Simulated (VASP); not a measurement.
# FeGe23 (a cell with a defect) in VASP: single point with PBEsol+U

Aim: the single point of FeGe23 (a cell with a defect) with PBEsol+U.

Program: VASP 6.6.1. These are calculated values, not measurements. Logs are shortened: lines on timing, memory, paths and dates and some standing lists are left out, and cuts for length are marked.

### 1 Starting point

The cell holds a defect, 24 atoms: a = 12.001 Å, b = 8.001 Å, c = 8.001 Å, α = 60.00°, β = 60.00°, γ = 60.00°.

### 2 Single point, PBEsol+U

The input, INCAR:

```
ALGO = Normal ; EDIFF = 1E-5
ENCUT = 350 ; GGA = PS
ISIF = 2 ; ISMEAR = 0
KPAR = 2 ; LASPH = True
LCHARG = False ; LDAU = True
LDAUJ = 0 0 ; LDAUL = 2 -1
LDAUPRINT = 1 ; LDAUTYPE = 2
LDAUU = 4 0 ; LMAXMIX = 4
LORBIT = 11 ; LREAL = Auto
LWAVE = False ; NBANDS = 183
NELM = 120 ; PREC = Accurate
SIGMA = 0.03
```

The input, KPOINTS:

```
k-points
0
Gamma
  2 2 2
```

The input, POSCAR:

```
FeGe23
1.0
    0.0000000000      8.4863100000      8.4863100000
    5.6575400000      0.0000000000      5.6575400000
    5.6575400000      5.6575400000      0.0000000000
Fe Ge
1 23
Direct
    0.0000000000      0.0000000000      0.0000000000
    0.0000000000      0.0000000000      0.5000000000
    0.0000000000      0.5000000000      0.0000000000
    0.0000000000      0.5000000000      0.5000000000
    0.3333330000      0.0000000000      0.0000000000
    0.3333330000      0.0000000000      0.5000000000
    0.3333330000      0.5000000000      0.0000000000
    0.3333330000      0.5000000000      0.5000000000
    0.6666670000      0.0000000000      0.0000000000
    0.6666670000      0.0000000000      0.5000000000
    0.6666670000      0.5000000000      0.0000000000
    0.6666670000      0.5000000000      0.5000000000
    0.0833333333      0.1250000000      0.1250000000
    0.0833333333      0.1250000000      0.6250000000
    0.0833333333      0.6250000000      0.1250000000
    0.0833333333      0.6250000000      0.6250000000
    0.4166663333      0.1250000000      0.1250000000
    0.4166663333      0.1250000000      0.6250000000
    0.4166663333      0.6250000000      0.1250000000
    0.4166663333      0.6250000000      0.6250000000
    0.7500003333      0.1250000000      0.1250000000
    0.7500003333      0.1250000000      0.6250000000
    0.7500003333      0.6250000000      0.1250000000
    0.7500003333      0.6250000000      0.6250000000
```

Potentials or basis: VASP PAW PBE potentials, release 64 (Fe, Ge_d).

The run is started by

```
$ cat potpaw_PBE.64/Fe/POTCAR potpaw_PBE.64/Ge_d/POTCAR > POTCAR
$ mpirun -np 4 vasp_std > vasp.out
```

OUTCAR:

```text
EDIFF = 1E-5
   ENCUT = 350
   GGA = PS
   ISIF = 2
   ISMEAR = 0
   LASPH = True
   LORBIT = 11
   LREAL = Auto
   NELM = 120
   PREC = Accurate

 ion  position               nearest neighbor table
   1  0.000  0.000  0.000-  21 2.45  13 2.45  15 2.45  14 2.45
   2  0.000  0.000  0.500-  22 2.45  14 2.45  16 2.45  13 2.45
   3  0.000  0.500  0.000-  23 2.45  15 2.45  16 2.45  13 2.45
   4  0.000  0.500  0.500-  24 2.45  16 2.45  14 2.45  15 2.45
   5  0.333  0.000  0.000-  13 2.45  17 2.45  18 2.45  19 2.45
   6  0.333  0.000  0.500-  14 2.45  18 2.45  17 2.45  20 2.45
[... 16 lines left out ...]
  23  0.750  0.625  0.125-   3 2.45  11 2.45   9 2.45  12 2.45
  24  0.750  0.625  0.625-   4 2.45  12 2.45  11 2.45  10 2.45

  LATTYP: Found a face centered orthorhombic cell.
 ALAT       =     8.0009697977
 B/A-ratio  =     1.7320508076
 C/A-ratio  =     2.4494897428

  Lattice vectors:

 A1 = (   0.0000000000,   8.4863100000,   8.4863100000)
 A2 = (  -5.6575400000,   2.8287700000,   8.4863100000)
 A3 = (   5.6575400000,   0.0000000000,   5.6575400000)

Analysis of symmetry for initial positions (statically):
=====================================================================
 Subroutine PRICEL returns:
 Original cell was already a primitive cell.

 Routine SETGRP: Setting up the symmetry group for a
 face centered orthorhombic supercell.

 Subroutine GETGRP returns: Found  2 space group operations
 (whereof  2 operations were pure point group operations)
 out of a pool of  8 trial point group operations.

The static configuration has the point symmetry C_1h.

Analysis of symmetry for dynamics (positions and initial velocities):
=====================================================================
 Subroutine PRICEL returns:
 Original cell was already a primitive cell.

 Routine SETGRP: Setting up the symmetry group for a
 face centered orthorhombic supercell.

 Subroutine GETGRP returns: Found  2 space group operations
 (whereof  2 operations were pure point group operations)
 out of a pool of  8 trial point group operations.

The dynamic configuration has the point symmetry C_1h.

 Subroutine INISYM returns: Found  2 space group operations
 (whereof  2 operations are pure point group operations),
 and found     1 'primitive' translations

----------------------------------------------------------------------------------------

                                     Primitive cell

  volume of cell :     543.2555

  direct lattice vectors                    reciprocal lattice vectors
     0.000000000  8.486310000  8.486310000    -0.058918423  0.058918423  0.058918423
     5.657540000  0.000000000  5.657540000     0.088377634 -0.088377634  0.088377634
     5.657540000  5.657540000  0.000000000     0.088377634  0.088377634 -0.088377634

  length of vectors
    12.001454697  8.000969798  8.000969798     0.102049702  0.153074553  0.153074553

  position of ions in fractional coordinates (direct lattice)
     0.000000000  0.000000000  0.000000000
     0.000000000  0.000000000  0.500000000
     0.000000000  0.500000000  0.000000000
     0.000000000  0.500000000  0.500000000
     0.333333000  0.000000000  0.000000000
     0.333333000  0.000000000  0.500000000
[... 16 lines left out ...]
     0.750000333  0.625000000  0.125000000
     0.750000333  0.625000000  0.625000000

  ion indices of the primitive-cell ions
   primitive index   ion index
                 1           1
                 2           2
                 3           3
                 4           4
                 5           5
                 6           6
[... 16 lines left out ...]
                23          23
                24          24

----------------------------------------------------------------------------------------

 KPOINTS: k-points

[... 34 lines left out ...]
   dimension x,y,z NGXF=   160 NGYF=  100 NGZF=  100
   ions per type =               1  23
   NGX,Y,Z   is equivalent  to a cutoff of  11.08, 10.39, 10.39 a.u.
   NGXF,Y,Z  is equivalent  to a cutoff of  22.16, 20.78, 20.78 a.u.
 SYSTEM =  unknown system
   PREC   = accura    normal or accurate (medium, high low for compatibility)
   ISTART =      0    job   : 0-new  1-cont  2-samecut
   ICHARG =      2    charge: 1-file 2-atom 10-const
   ISPIN  =      1    spin polarized calculation?
   LNONCOLLINEAR =      F non collinear calculations
   LSORBIT =      F    spin-orbit coupling
   LASPH  =      T    aspherical Exc in radial PAW
   ENCUT  =  350.0 eV  25.72 Ry    5.07 a.u.  18.31 12.20 12.20*2*pi/ulx,y,z
   NELM   =    120;   NELMIN=  2; NELMDL= -5     # of ELM steps
   EDIFF  = 0.1E-04   stopping-criterion for ELM
   LREAL  =      T    real-space projection
   EDIFFG = 0.1E-03   stopping-criterion for IOM
   NSW    =      0    number of steps for IOM
   IBRION =     -1    ionic relax: 0-MD 1-quasi-New 2-CG
   NFREE  =      0    steps in history (QN), initial steepest desc. (CG)
   ISIF   =      2    stress and relaxation
   ISYM   =      2    0-nonsym 1-usesym 2-fastsym
   POTIM  = 0.5000    time-step for ionic-motion
   TEBEG  =    0.0;   TEEND  =   0.0 temperature during run
   PSTRESS=    0.0 pullay stress
   NELECT =     330.0000    total number of electrons
   NUPDOWN=      -1.0000    fix difference up-down
   EMIN   =  10.00;   EMAX   =-10.00  energy-range for DOS
   EFERMI =   0.00;   METHOD = LEGACY
   ISMEAR =     0;   SIGMA  =   0.03  broadening in eV -4-tet -1-fermi 0-gaus
   EFERMI_NEDOS =   21; number of points for ismear=-14 and -15
   IALGO  =     38    algorithm
   IMIX   =      4    mixing-type and parameters
     AMIX     =   0.40;   BMIX     =  1.00
     AMIX_MAG =   1.60;   BMIX_MAG =  1.00
  volume/ion in A,a.u.               =      22.64       152.75
  Fermi-wavevector in a.u.,A,eV,Ry     =   1.386473  2.620054 26.154581  1.922307
  Thomas-Fermi vector in A             =   2.510785
   LORBIT       =     11    0 simple, 1 ext, 2 COOP (PROOUT), +10 PAW based schemes
 LDA+U is selected, type is set to LDAUTYPE =  2
   angular momentum for each species LDAUL =     2   -1
   U (eV)           for each species LDAUU =   4.0  0.0
   J (eV)           for each species LDAUJ =   0.0  0.0
   GGA     = PS    functional components
   LHFCALC =     F    Hartree Fock is set to
   AEXX    =    0.0000 exact exchange contribution
   IVDW    =     0    specifies the selected vdW correction
   LEPSILON=     F    determine dielectric tensor
   LRPA    =     F    only Hartree local field effects (RPA)
 non-spin polarized calculation
 Gauss-broadening in eV      SIGMA  =   0.03
  energy-cutoff  :      350.00
  volume of cell :      543.26
 maximum number of plane-waves:      8100
 NGX is ok and might be reduce to    80
   NGX = 37   NGY = 25   NGZ = 25

atom =   1  type =  1  l = 2

 onsite density matrix

spin component  1

  0.4801 -0.0128 -0.0102  0.0145  0.0044
 -0.0128  0.4602 -0.0055 -0.0128  0.0096
 -0.0102 -0.0055  0.8960  0.0013  0.0005
  0.0145 -0.0128  0.0013  0.4801  0.0110
  0.0044  0.0096  0.0005  0.0110  0.8954

spin component  2

  0.4801 -0.0128 -0.0102  0.0145  0.0044
 -0.0128  0.4602 -0.0055 -0.0128  0.0096
 -0.0102 -0.0055  0.8960  0.0013  0.0005
  0.0145 -0.0128  0.0013  0.4801  0.0110
  0.0044  0.0096  0.0005  0.0110  0.8954

 occupancies and eigenvectors

  o =  0.4520  v = -0.2817 -0.9166 -0.0171 -0.2817  0.0297  0.0000  0.0000  0.0000  0.0000  0.0000      0.0000  0.0000  0.0000  0.0000  0.0000  0.0000  0.0000  0.0000  0.0000  0.0000
  o =  0.4520  v =  0.0000  0.0000  0.0000  0.0000  0.0000 -0.2817 -0.9166 -0.0171 -0.2817  0.0297      0.0000  0.0000  0.0000  0.0000  0.0000  0.0000  0.0000  0.0000  0.0000  0.0000
  o =  0.4654  v =  0.0000  0.0000  0.0000  0.0000  0.0000  0.7069 -0.0000  0.0188 -0.7069  0.0108      0.0000  0.0000  0.0000  0.0000  0.0000  0.0000  0.0000  0.0000  0.0000  0.0000
  o =  0.4654  v =  0.7069 -0.0000  0.0188 -0.7069  0.0108  0.0000  0.0000  0.0000  0.0000  0.0000      0.0000  0.0000  0.0000  0.0000  0.0000  0.0000  0.0000  0.0000  0.0000  0.0000
  o =  0.5022  v = -0.6482  0.3991 -0.0091 -0.6482  0.0158  0.0000  0.0000  0.0000  0.0000  0.0000      0.0000  0.0000  0.0000  0.0000  0.0000  0.0000  0.0000  0.0000  0.0000  0.0000
  o =  0.5022  v =  0.0000  0.0000  0.0000  0.0000  0.0000 -0.6482  0.3991 -0.0091 -0.6482  0.0158      0.0000  0.0000  0.0000  0.0000  0.0000  0.0000  0.0000  0.0000  0.0000  0.0000
  o =  0.8958  v =  0.0215  0.0242 -0.4996  0.0215  0.8654  0.0000  0.0000  0.0000  0.0000  0.0000      0.0000  0.0000  0.0000  0.0000  0.0000  0.0000  0.0000  0.0000  0.0000  0.0000
  o =  0.8958  v =  0.0000  0.0000  0.0000  0.0000  0.0000  0.0215  0.0242 -0.4996  0.0215  0.8654      0.0000  0.0000  0.0000  0.0000  0.0000  0.0000  0.0000  0.0000  0.0000  0.0000
  o =  0.8965  v =  0.0000  0.0000  0.0000  0.0000  0.0000 -0.0153 -0.0000  0.8658  0.0153  0.4999      0.0000  0.0000  0.0000  0.0000  0.0000  0.0000  0.0000  0.0000  0.0000  0.0000
  o =  0.8965  v = -0.0153 -0.0000  0.8658  0.0153  0.4999  0.0000  0.0000  0.0000  0.0000  0.0000      0.0000  0.0000  0.0000  0.0000  0.0000  0.0000  0.0000  0.0000  0.0000  0.0000

 number of electron     329.9999970 magnetization

 Free energy of the ion-electron system (eV)
  ---------------------------------------------------
  ext. energy  EPLUGINS =         0.00000000
  ---------------------------------------------------
  free energy    TOTEN  =      -114.64520715 eV

  energy without entropy =     -114.64306090  energy(sigma->0) =     -114.64413402

 E-fermi :   4.3528     XC(G=0): -10.0951

 val. band max:        4.3234704155   @ k =   0.0000   0.0000   0.0000
 cond. band min:       4.3911745507   @ k =   0.5000   0.0000   0.5000
 fundamental gap:      0.0677041352
 Fermi energy:         4.3528193407

 k-point     1 :       0.0000    0.0000    0.0000
  band No.  band energies     occupation
      1     -20.1395      2.00000
      2     -20.1256      2.00000
      3     -20.1239      2.00000
      4     -20.1169      2.00000
      5     -20.1135      2.00000
      6     -20.1031      2.00000
[... 1069 lines left out ...]
    176       6.9538      0.00000
    177       6.9921      0.00000
 [bands above 177 left out]

------------------------ aborting loop because EDIFF is reached ----------------------------------------

  FORCE on cell =-STRESS in cart. coord.  units (eV):
  Direction    XX          YY          ZZ          XY          YZ          ZX
  --------------------------------------------------------------------------------------
  -------------------------------------------------------------------------------------
  Total       -2.3967141     -1.8688246     -1.8688246      1.7058420     -1.4413719      1.7058427
  in kB       -7.0684252     -5.5115654     -5.5115654      5.0308948     -4.2509157      5.0308967
  external PRESSURE =      -6.0305187 kB  Pullay stress =       0.0000000 kB

 VOLUME and BASIS-vectors are now :
 -----------------------------------------------------------------------------
  energy-cutoff  :      350.00
  volume of cell :      543.26
      direct lattice vectors                 reciprocal lattice vectors
     0.000000000  8.486310000  8.486310000    -0.058918423  0.058918423  0.058918423
     5.657540000  0.000000000  5.657540000     0.088377634 -0.088377634  0.088377634
     5.657540000  5.657540000  0.000000000     0.088377634  0.088377634 -0.088377634

 POSITION                                       TOTAL-FORCE (eV/Angst)
 -----------------------------------------------------------------------------------
      0.00000      0.00000      0.00000         0.039306     -0.104888     -0.104888
      2.82877      2.82877      0.00000        -0.033219      0.033952     -0.019085
      2.82877      0.00000      2.82877        -0.033219     -0.019085      0.033952
      5.65754      2.82877      2.82877         0.042654     -0.006425     -0.006425
      0.00000      2.82877      2.82877        -0.015389      0.026477      0.026477
      2.82877      5.65754      2.82877         0.004963      0.012051     -0.018125
[... 16 lines left out ...]
      4.24315      7.07193      9.90070         0.020040     -0.029001      0.013786
      7.07193      9.90070      9.90070         0.030270      0.028859      0.028859
 -----------------------------------------------------------------------------------
    total drift:                               -0.002585     -0.004116     -0.004117

  FREE ENERGIE OF THE ION-ELECTRON SYSTEM (eV)
  ---------------------------------------------------
  free  energy   TOTEN  =      -114.6452071541 eV

  energy  without entropy=     -114.6430608952  energy(sigma->0) =     -114.64413402

 total charge

# of ion       s       p       d       tot
------------------------------------------
    1        0.433   0.273   6.402   7.109
    2        1.125   1.259  10.022  12.406
    3        1.125   1.259  10.022  12.406
    4        1.122   1.261  10.022  12.406
    5        1.122   1.268  10.021  12.411
    6        1.117   1.272  10.021  12.410
[... 16 lines left out ...]
   23        1.116   1.274  10.022  12.412
   24        1.114   1.276  10.022  12.412
--------------------------------------------------
tot         26.228  29.339 236.894 292.461
```

Wall time 7.3 min (4 MPI ranks of AMD EPYC 9R45 (Zen 5), shared host); peak memory 0.39 GiB.

Results:

- Free energy: -114.6452 eV
- Largest force: 1.085 eV/Å
- Band gap on the k mesh: 0.07 eV, indirect (least direct gap 0.24 eV)
- Valence electrons inside the program's atomic spheres: Fe 7.11; Ge 12.41, 12.39, 12.40

Forces on the atoms (eV/Å):
```
Fe   0.039 -0.105 -0.105
Ge  -0.033  0.034 -0.019
Ge  -0.033 -0.019  0.034
Ge   0.043 -0.006 -0.006
Ge  -0.015  0.026  0.026
Ge   0.005  0.012 -0.018
Ge   0.005 -0.018  0.012
Ge  -0.011 -0.014 -0.014
Ge  -0.123  0.075  0.075
Ge  -0.051  0.037  0.023
Ge  -0.051  0.023  0.037
Ge  -0.022  0.000  0.000
Ge  -0.576 -0.635 -0.635
Ge   0.606  0.653 -0.620
Ge   0.606 -0.620  0.653
Ge   0.050 -0.029 -0.029
Ge   0.002 -0.019 -0.019
Ge   0.039 -0.035 -0.015
Ge   0.039 -0.015 -0.035
Ge  -0.004  0.023  0.023
Ge  -0.584  0.617  0.617
Ge   0.020  0.014 -0.029
Ge   0.020 -0.029  0.014
Ge   0.030  0.029  0.029
```

Levels at points of the mesh, in eV from the valence-band top:
| k point | band 163 | band 164 | band 165 | band 166 | band 167 | band 168 |
| --- | --- | --- | --- | --- | --- | --- |
| (0.00, 0.00, 0.00) | -0.28 | -0.02 | 0.00 | 0.44 | 0.66 | 0.71 |
| (0.50, 0.00, 0.00) | -0.55 | -0.09 | -0.09 | 0.15 | 0.64 | 0.73 |
| (0.00, 0.50, 0.00) | -0.80 | -0.41 | -0.37 | 0.18 | 0.88 | 1.01 |
| (0.50, 0.00, 0.50) | -0.98 | -0.72 | -0.58 | 0.07 | 0.46 | 1.13 |
| (0.00, 0.50, 0.50) | -0.84 | -0.73 | -0.36 | 0.17 | 0.59 | 1.22 |
| (0.50, 0.50, 0.50) | -0.91 | -0.62 | -0.56 | 0.07 | 0.50 | 1.06 |

Eigenvalues of the final occupation matrices:
```csv
site,spin,trace,eigenvalues
site 1 d,1,3.21,0.45 0.47 0.50 0.90 0.90
site 1 d,2,3.21,0.45 0.47 0.50 0.90 0.90
```

Caveat: the k mesh is coarse (spacing up to 0.48 Å⁻¹), so the values aren't converged; the cutoff is under 1.25 times the usual one of these potentials, so pressure, stress and relaxed cells hold a basis-set (Pulay) error; the PAW data sets were made with another functional, which shifts forces and pressure a little; the U is typed as a test and isn't derived for this compound.
